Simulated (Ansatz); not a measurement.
# CaS: how the settings move a single-point run

How sensitive is a single-point run of CaS to its settings? A reference run comes first, then one run with altered input.

The COD entry's cell or inner coordinates are ideal or old and differ from later refinements, so a difference from it is no clean test against experiment.

Program: Ansatz 0.2.0. Level of theory: reference: DFT, PBE, all-electron LAPW, scalar-relativistic. These are calculated values, not measurements.

### 1 The starting structure

The structure is cubic, space group Fm-3m (No. 225). The conventional cell has a = 5.590 Å, b = 5.590 Å, c = 5.590 Å, α = 90.00°, β = 90.00°, γ = 90.00°. Ca (site symmetry m-3m) has 6 S at 2.79 Å as nearest neighbours. S (site symmetry m-3m) has 6 Ca at 2.79 Å as nearest neighbours.

As a file:

```cif
data_structure
_symmetry_space_group_name_H-M 'Fm-3m'
_symmetry_Int_Tables_number 225
_cell_length_a 5.5896
_cell_length_b 5.5896
_cell_length_c 5.5896
_cell_angle_alpha 90.000
_cell_angle_beta 90.000
_cell_angle_gamma 90.000
_cell_volume 174.64
loop_
_atom_site_label
_atom_site_type_symbol
_atom_site_symmetry_multiplicity
_atom_site_Wyckoff_symbol
_atom_site_fract_x
_atom_site_fract_y
_atom_site_fract_z
_atom_site_occupancy
Ca1 Ca 4 a 0.00000 0.00000 0.00000 1
S1 S 4 b 0.50000 0.00000 0.00000 1
```

### 2 The reference run

input.yaml

```yaml
crystal:
  lattice:
    - [0.0, 2.7948042486, 2.7948042486]
    - [2.7948042486, 0.0, 2.7948042486]
    - [2.7948042486, 2.7948042486, 0.0]
  atoms:
    - { symbol: Ca, position: [0.0, 0.0, 0.0] }
    - { symbol: S, position: [0.5, 0.5, 0.5] }
kpoints:
  mp_grid: { grid: [7, 7, 7] }
scf:
  occupations: { method: fermi_dirac, width: 0.01 }
hamiltonian:
  xc: pbe
  pseudopotentials: { kind: all_electron, lapw: { basis_error: 0.00025 } }
output:
  forces: true
  stress: true
  eigenvalues: true
```

Run with:

```bash
ansatz run input.yaml --threads 1 --pin off --max-ram 2048MiB --backend cpu --events-out ev --progress --plain --runs-dir out
```

### 3 Changing settings: preconditioner none

input.yaml: that of step 2 with these lines changed.

```diff
@@ -12,2 +12,3 @@
   occupations: { method: fermi_dirac, width: 0.01 }
+  mixing: { preconditioner: none }
 hamiltonian:
```

Q: Predict the outcome of this session. Wanted: for each run, ending; energy change; pressure; gap; force.

As calculated:

| run | ending | energy change | pressure (GPa) | gap (eV) | force (eV/Å) | cycles | time |
| --- | --- | --- | --- | --- | --- | --- | --- |
| reference | converged | 0 | 4.2 | 2.30 | 0.00 | 7 | 2.7 s |
| 1: preconditioner none | converged | 0.0 meV/atom | 4.2 | 2.30 | 0.00 | 7 | 2.7 s |

Residual by cycle in the longest SCF loop of each run; runs are numbered as in the table. The quantity is the density residual dr2, in eV.

| cycle | reference | run 1 |
| --- | --- | --- |
| 1 | 0.752 | 0.752 |
| 2 | 0.0174 | 0.0174 |
| 3 | 0.0165 | 0.0165 |
| 4 | 0.00109 | 0.00109 |
| 5 | 2.4e-5 | 2.4e-5 |
| 6 | 1.4e-7 | 1.4e-7 |
| 7 | 6.2e-10 | 6.2e-10 |

Energy and cycle count are those of the reference, so the change (mixing) left the result and the number of cycles as they were.

These are semilocal Kohn-Sham gaps, which aren't the measured quantity. Such gaps usually fall short of the measured ones.
